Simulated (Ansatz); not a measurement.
Structure relaxation of W

These are results of DFT PBE, scalar-relativistic, plane waves, PAW in Ansatz 0.2.0, not measurements. Cutoff 420 eV, Γ-centred k mesh, Gaussian smearing, no spin polarisation in the final step.

W was placed on the simple cubic structure type (Pm-3m, No. 221), at a guessed volume.

```yaml
crystal:
  lattice:
    - [2.55515, 0.00000, 0.00000]
    - [0.00000, 2.55515, 0.00000]
    - [0.00000, 0.00000, 2.55515]
  atoms:
    - { symbol: W, position: [0.00000, 0.00000, 0.00000] }
```

Cell and atoms relax at zero pressure; the relaxation can't lower the symmetry of the start. After a coarse first stage the cell is made exact in the group found at 0.06 Å.

Energies count from the standard state of W at the same level.

Q: What does it relax into?

A: It keeps Pm-3m (No. 221). The result has the simple cubic structure. Conventional cell: a = 2.637 Å. W has 6 W at 2.64 Å.

```
W
1.0
     2.63721    0.00000    0.00000
     0.00000    2.63721    0.00000
     0.00000    0.00000    2.63721
W
1
Direct
  0.00000 0.00000 0.00000
```

Q: What are its volume, energy, density and gap?

A: The volume per atom is 18.34 Å³ and the density is 16.64 g/cm³. The energy over the standard structure is 1.44 eV/atom. The gap on the 16×16×16 mesh is 0 eV (a metal).

The final run used a 16×16×16 mesh on its 1-atom cell and 0.10 eV smearing. For metals, differences of a few meV/atom aren't resolved. Spin–orbit coupling is left out. A structure relaxed within its symmetry needn't be a true minimum.